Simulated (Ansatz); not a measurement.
**Al: stress in a strained cell**

Aim: deform Al (zz strain of -2 %) and compute stress, forces and field gradients with LAPW, PAW and all-electron datasets made for the crystal.

Program: Ansatz 0.2.0. Level of theory: DFT PBE, scalar-relativistic. These are calculated values, not measurements.

### 1 The starting structure

The structure is cubic, space group Fm-3m (No. 225). Conventional cell: a = 4.048 Å, b = 4.048 Å, c = 4.048 Å, α = 90.00°, β = 90.00°, γ = 90.00°. Al (site symmetry m-3m) has 12 Al at 2.86 Å as nearest neighbours.

As a file:

```
Al
1.0
     0.00000    2.02398    2.02398
     2.02398    0.00000    2.02398
     2.02398    2.02398    0.00000
Al
1
Direct
  0.00000 0.00000 0.00000
```

### 2 After the deformation

Space group Fm-3m before, I4/mmm after.

### 3 LAPW, all electrons

input.yaml reads:

```yaml
crystal:
  lattice:
    - [0.0, 2.02398, 1.9835004]
    - [2.02398, 0.0, 1.9835004]
    - [2.02398, 2.02398, 0.0]
  atoms:
    - { symbol: Al, position: [0.0, 0.0, 0.0] }
kpoints:
  mp_grid: { grid: [14, 14, 14] }
  band_path:
    path:
      - [0.0, 0.0, 0.0]
      - [0.0, 0.5, 0.5]
      - [0.25, 0.75, 0.5]
      - [0.0, 0.5, 0.0]
      - [0.0, 0.0, 0.0]
      - [0.5, 0.5, 0.0]
      - [0.3801541025, 0.6198458975, 0.0]
      - [-0.3801541025, 0.3801541025, 0.0]
      - [0.0, 0.0, 0.0]
    npoints: 5
scf:
  occupations: { method: fermi_dirac, width: 0.05 }
hamiltonian:
  xc: pbe
  pseudopotentials: { kind: all_electron, lapw: { basis_error: 0.001 } }
output:
  forces: true
  stress: true
  eigenvalues: true
```

Command:

```
> ansatz run input.yaml --threads 1 --pin off --max-ram 3072MiB --backend cpu --events-out ev --progress --plain --runs-dir out
```

### 4 Frozen-core PAW

input.yaml reads:

```yaml
crystal:
  lattice:
    - [0.0, 2.02398, 1.9835004]
    - [2.02398, 0.0, 1.9835004]
    - [2.02398, 2.02398, 0.0]
  atoms:
    - { symbol: Al, position: [0.0, 0.0, 0.0] }
kpoints:
  mp_grid: { grid: [14, 14, 14] }
scf:
  occupations: { method: fermi_dirac, width: 0.05 }
hamiltonian:
  xc: pbe
  pseudopotentials: { kind: paw }
output:
  forces: true
  stress: true
  eigenvalues: true
  efg: { contact_densities: true }
```

### 5 Datasets made for this crystal

Changes to input.yaml since step 4:

```diff
@@ -13,3 +13,3 @@
   xc: pbe
-  pseudopotentials: { kind: paw }
+  pseudopotentials: { kind: all_electron, datasets: crystal }
 output:
```

(Steps that only read results are left out.)

What does the calculation give? Wanted: pressure; largest shear or deviatoric stress.

**Answer**, as computed:

| quantity | value |
| --- | --- |
| pressure | LAPW 1.03, PAW 1.04, crystal datasets 1.02 GPa |
| largest shear or deviatoric stress (LAPW) | 0.88 GPa |

What this shows: The largest part of the stress beyond the pressure is 0.88 GPa in size, in the zz component. No run of the undeformed cell stands beside it, so the pressure holds what the given cell had before the change. PAW: stress within 0.01 GPa of LAPW. Crystal datasets: stress within 0.01 GPa of LAPW.
